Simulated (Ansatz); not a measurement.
# Thickness series of a Al/AlN/Au junction, part 5 of 6

Wanted: T(E), the conductance and its decay constant for Al/AlN/Au. The lower electrode is Al fcc(111), the upper one Au fcc(111); the barrier is AlN rock salt(111) (N and N faces). In the first transport cell, after relaxation, the nearest pair of electrode and barrier is Al–N at 1.79 Å, along the normal, at the lower face and Au–N at 2.45 Å, at a slant, at the upper one. All share a net of side 2.857 Å, which strains the lower electrode by +0.0 %, the upper one by -2.9 % and the barrier by -0.7 %, against typed lattice constants near PBE's. The first steps treat the bulk electrodes alone.

Ansatz 0.2.0; PBE DFT, plane waves, PAW files (the session's first sound run).

So far, transmission at the Fermi level (a spin, zone mean): step 5 (transmission over a wide range of energy) 0.0141; step 6 (21 atoms, atomic planes in the barrier 5, gap between the …) 0.132; step 7 (23 atoms, atomic planes in the barrier 7, gap between the …) 0.0433. Also channels of the lower lead: step 5 1.34.

## Step 9: Conductance, atomic planes in the barrier 11, gap between the electrodes 15.18 Å

Level of this step: PBE DFT, plane waves, PAW files; ballistic transmission by layer matching between semi-infinite leads (Ansatz).

System of this step: Al/AlN/Au. The cell holds 27 atoms: 13 Al, 6 N and 8 Au. Its edges and angles: a = 2.857 Å, b = 2.857 Å, c = 62.882 Å, α = 90.0°, β = 90.0°, γ = 120.0°. Regions: left electrode, 8 atoms (8 Al); barrier, 11 atoms (6 N and 5 Al); right electrode, 8 atoms (8 Au). Vacuum lies along c.

Barrier layers are added or taken out in the middle, and the relaxed faces stay.

File input.yaml:

```yaml
crystal:
  lattice:
    - [2.857, 0.0, 0.0]
    - [-1.4285, 2.4742345786, 0.0]
    - [0.0, 0.0, 62.8815503008]
  atoms:
    - { symbol: Al, position: [0.66666667, 0.33333333, 0.1113204106] }
    - { symbol: Al, position: [0.0, 0.0, 0.1483339924] }
    - { symbol: Al, position: [0.33333333, 0.66666667, 0.1853475742] }
    - { symbol: Al, position: [0.66666667, 0.33333333, 0.222361156] }
    - { symbol: Al, position: [0.0, 0.0, 0.2593747378] }
    - { symbol: Al, position: [0.33333333, 0.66666667, 0.2963883196] }
    - { symbol: Al, position: [0.66666667, 0.33333333, 0.3334019014] }
    - { symbol: Al, position: [0.0, 0.0, 0.3698300077] }
    - { symbol: "N", position: [0.0, 0.0, 0.3982502368] }
    - { symbol: Al, position: [0.33333333, 0.66666667, 0.4142666237] }
    - { symbol: "N", position: [0.66666667, 0.33333333, 0.4343967352] }
    - { symbol: Al, position: [0.0, 0.0, 0.452459435] }
    - { symbol: "N", position: [0.33333333, 0.66666667, 0.4716702678] }
    - { symbol: Al, position: [0.66666667, 0.33333333, 0.490116867] }
    - { symbol: "N", position: [0.0, 0.0, 0.5093276998] }
    - { symbol: Al, position: [0.33333333, 0.66666667, 0.527774299] }
    - { symbol: "N", position: [0.66666667, 0.33333333, 0.5464510714] }
    - { symbol: Al, position: [0.0, 0.0, 0.5658610878] }
    - { symbol: "N", position: [0.33333333, 0.66666667, 0.5824456601] }
    - { symbol: Au, position: [0.66666667, 0.33333333, 0.6112095755] }
    - { symbol: Au, position: [0.0, 0.0, 0.6499369454] }
    - { symbol: Au, position: [0.33333333, 0.66666667, 0.6897273861] }
    - { symbol: Au, position: [0.66666667, 0.33333333, 0.7295178267] }
    - { symbol: Au, position: [0.0, 0.0, 0.7693082674] }
    - { symbol: Au, position: [0.33333333, 0.66666667, 0.8090987081] }
    - { symbol: Au, position: [0.66666667, 0.33333333, 0.8488891487] }
    - { symbol: Au, position: [0.0, 0.0, 0.8886795894] }
kpoints:
  mp_grid: { grid: [12, 12, 1] }
scf:
  occupations: { method: fermi_dirac, width: 0.1 }
  max_iter: 150
hamiltonian:
  xc: pbe
output:
  transmission:
    kmesh: [30, 30]
    e_range: [-0.26, 0.27]
    de: 0.0375
    leads: [[3, 4], [23, 24]]
```

Command:

```console
$ ansatz run input.yaml --threads 4 --pin off --max-ram 10240MiB --backend cpu --events-out ev --progress --plain --runs-dir out
```

Numbers of over 12 decimals in the logs are rounded to 6 here.

Output:

```text
[...]
Crystal: 27 atoms, lattice volume = 444.503 Å³
Basis set: ecut = 420 eV, 8719 PW (Γ)
Bands: 138, of which v1, the nominal top of the filled ones, is band 111 counted from 1 (110 counted from 0)
Symmetry: 6 space group operations
[...]
k-points: 19 of 144 (time reversal used)
[...]
channels       : 1.341111e0 a spin
[...]
slowest decay  : 0.0527 /Å at (0.3333, 0.3000)
[...]
filled         : 39.6 meV over the level at which it is neutral
    channels       : 7.700000e-1 a spin
[...]
slowest decay  : 0.0556 /Å at (0.0667, 0.0333)
  junction   : crystal 0 to crystal 1, 14.45 to 46.43 Å
    transmission   : 1.116863e-2 a spin
[...]
resistance     : 9.4283e-2 Ω µm² beyond half of each lead's own
[key lines of the parts left out:]
SCF converged after 11 iterations
Free energy (F): -114494.546626 eV
Fermi energy:    9.921281 eV
```

Elapsed: 2 min, on 4 threads of Arm Neoverse V1, shared host; peak memory 1.9 GiB; 7.5 min of CPU time.

One spin. The transmission, zone mean by energy, zero at the Fermi level:

```tsv
energy (eV)	transmission, zone mean
-0.260	0.0166
-0.223	0.0164
-0.185	0.0101
-0.147	0.0168
-0.110	0.0119
-0.072	0.00825
-0.035	0.0175
0.003	0.0112
0.040	0.00593
0.077	0.00529
0.115	0.00438
0.152	0.00371
0.190	0.00589
0.228	0.00436
0.265	0.00281
```

G = 1.1e13 S/m² (1/G = 0.0952 Ω µm²), 0.46 times the step before of this kind. The largest error estimate is 32 %, from the leads' potential steps. In the worse lead the potential repeats within 18 meV, which the program lets pass, though it still puts 32 % of error on the junction's conductance through them.

## Step 10: Conductance, atomic planes in the barrier 13, gap between the electrodes 17.55 Å

System of this step: Al/AlN/Au. The cell holds 29 atoms: 14 Al, 7 N and 8 Au. Its edges and angles: a = 2.857 Å, b = 2.857 Å, c = 65.250 Å, α = 90.0°, β = 90.0°, γ = 120.0°. Regions: left electrode, 8 atoms (8 Al); barrier, 13 atoms (7 N and 6 Al); right electrode, 8 atoms (8 Au). Vacuum lies along c.

Barrier layers are added or taken out in the middle, and the relaxed faces stay.

File input.yaml:

```yaml
crystal:
  lattice:
    - [2.857, 0.0, 0.0]
    - [-1.4285, 2.4742345786, 0.0]
    - [0.0, 0.0, 65.2495080077]
  atoms:
    - { symbol: Al, position: [0.66666667, 0.33333333, 0.1072805024] }
    - { symbol: Al, position: [0.0, 0.0, 0.1429508312] }
    - { symbol: Al, position: [0.33333333, 0.66666667, 0.17862116] }
    - { symbol: Al, position: [0.66666667, 0.33333333, 0.2142914888] }
    - { symbol: Al, position: [0.0, 0.0, 0.2499618176] }
    - { symbol: Al, position: [0.33333333, 0.66666667, 0.2856321464] }
    - { symbol: Al, position: [0.66666667, 0.33333333, 0.3213024752] }
    - { symbol: Al, position: [0.0, 0.0, 0.356408576] }
    - { symbol: "N", position: [0.0, 0.0, 0.3837974119] }
    - { symbol: Al, position: [0.33333333, 0.66666667, 0.3992325511] }
    - { symbol: "N", position: [0.66666667, 0.33333333, 0.4186321244] }
    - { symbol: Al, position: [0.0, 0.0, 0.4360393141] }
    - { symbol: "N", position: [0.33333333, 0.66666667, 0.4545529702] }
    - { symbol: Al, position: [0.66666667, 0.33333333, 0.4723301273] }
    - { symbol: "N", position: [0.0, 0.0, 0.4908437834] }
    - { symbol: Al, position: [0.33333333, 0.66666667, 0.5086209405] }
    - { symbol: "N", position: [0.66666667, 0.33333333, 0.5271345966] }
    - { symbol: Al, position: [0.0, 0.0, 0.5449117537] }
    - { symbol: "N", position: [0.33333333, 0.66666667, 0.5629107308] }
    - { symbol: Al, position: [0.66666667, 0.33333333, 0.581616342] }
    - { symbol: "N", position: [0.0, 0.0, 0.5975990467] }
    - { symbol: Au, position: [0.33333333, 0.66666667, 0.6253190962] }
    - { symbol: Au, position: [0.66666667, 0.33333333, 0.6626410183] }
    - { symbol: Au, position: [0.0, 0.0, 0.7009874315] }
    - { symbol: Au, position: [0.33333333, 0.66666667, 0.7393338447] }
    - { symbol: Au, position: [0.66666667, 0.33333333, 0.777680258] }
    - { symbol: Au, position: [0.0, 0.0, 0.8160266712] }
    - { symbol: Au, position: [0.33333333, 0.66666667, 0.8543730844] }
    - { symbol: Au, position: [0.66666667, 0.33333333, 0.8927194976] }
kpoints:
  mp_grid: { grid: [12, 12, 1] }
scf:
  occupations: { method: fermi_dirac, width: 0.1 }
  max_iter: 150
hamiltonian:
  xc: pbe
output:
  transmission:
    kmesh: [30, 30]
    e_range: [-0.26, 0.27]
    de: 0.0375
    leads: [[3, 4], [25, 26]]
```

Output:

```text
[...]
Crystal: 29 atoms, lattice volume = 461.241 Å³
Basis set: ecut = 420 eV, 9063 PW (Γ)
Bands: 144, of which v1, the nominal top of the filled ones, is band 115 counted from 1 (114 counted from 0)
Symmetry: 6 space group operations
[...]
k-points: 19 of 144 (time reversal used)
[...]
channels       : 1.341111e0 a spin
[...]
slowest decay  : 0.0527 /Å at (0.3333, 0.3000)
[...]
filled         : 39.7 meV over the level at which it is neutral
    channels       : 7.700000e-1 a spin
[...]
slowest decay  : 0.0556 /Å at (0.0667, 0.0333)
  junction   : crystal 0 to crystal 1, 14.45 to 48.79 Å
    transmission   : 4.087468e-3 a spin
[...]
resistance     : 2.3825e-1 Ω µm² beyond half of each lead's own
[key lines of the parts left out:]
SCF converged after 14 iterations
Free energy (F): -115418.455562 eV
Fermi energy:    9.970030 eV
```

The job ended after 2.3 min (4 threads; peak memory 2 GiB; 8.7 min of CPU time).

One spin. Table of transmission, zone mean by energy, zero at the Fermi level:

```tsv
energy (eV)	transmission, zone mean
-0.260	0.00787
-0.223	0.00706
-0.185	0.00529
-0.147	0.00573
-0.110	0.00551
-0.072	0.00341
-0.035	0.00503
0.003	0.00409
0.040	0.00186
0.077	0.00142
0.115	0.00132
0.152	0.00111
0.190	0.00180
0.228	0.00143
0.265	7.1e-4
```

G = 4.2e12 S/m² (1/G = 0.239 Ω µm²), 0.40 times the step before of this kind. The largest error estimate is 36 %, from the leads' distance from neutrality. In the worse lead the potential repeats within 18 meV, which the program lets pass, though it still puts 30 % of error on the junction's conductance through them.

## Step 11: The series together

Times are for 4 threads of Arm Neoverse V1, shared host. The runs compared:

```tsv
no.	gap between the electrodes (Å)	junction conductance (S/m²)	resistance-area product beyond the leads (Ω um²)	time	memory (GiB)
1	8.07	1.45e14	0.005936	87 s	1.5
2	10.44	5.07e13	0.01877	97 s	1.6
3	12.81	2.27e13	0.04312	1.8 min	1.8
4	15.18	1.05e13	0.09428	2 min	1.9
5	17.55	4.18e12	0.2382	2.3 min	2.0
```

The runs together. Transmission, zone mean against energy, zero at the Fermi level:

```tsv
energy (eV)	8.07	10.44	12.81	15.18	17.55
-0.260	0.127	0.0455	0.0307	0.0166	0.00787
-0.223	0.126	0.0475	0.0227	0.0164	0.00706
-0.185	0.133	0.0439	0.0194	0.0101	0.00529
-0.147	0.125	0.0419	0.0257	0.0168	0.00573
-0.110	0.124	0.0444	0.0207	0.0119	0.00551
-0.072	0.126	0.0444	0.0200	0.00825	0.00341
-0.035	0.141	0.0493	0.0266	0.0175	0.00503
0.003	0.132	0.0433	0.0201	0.0112	0.00409
0.040	0.132	0.0486	0.0191	0.00593	0.00186
0.077	0.127	0.0492	0.0165	0.00529	0.00142
0.115	0.120	0.0379	0.0136	0.00438	0.00132
0.152	0.112	0.0446	0.0119	0.00371	0.00111
0.190	0.102	0.0391	0.0154	0.00589	0.00180
0.228	0.104	0.0384	0.0127	0.00436	0.00143
0.265	0.0976	0.0453	0.0111	0.00281	7.1e-4
```

## Step 12: Fit against thickness

This step: Fit of the logarithm of the conductance against the barrier's thickness, from PBE DFT, plane waves, PAW files (Ansatz 0.2.0).

No new run: the logarithm is fitted against the thickness.

Numbers from this step:

```yaml
decay_constant_of_the_conductance: 0.37 Å⁻¹
r_m_s_misfit_of_ln_g: 0.07
```

From the end points alone, β = ln(1.45e+14 / 4.18e+12) / 9.48 Å = 3.55 / 9.48 Å = 0.37 Å⁻¹.

(Part 5 of 6 ends here.)

[Logs are printed without paths, hosts, clocks, repeated set-up lines and the standing remarks that a program may print on its own settings, such as how far it seeks lower states.]

[Hosts, paths, dates, database ids (printed as entryN), source tags and the programs' standing remarks are cut or masked in the printed files.]
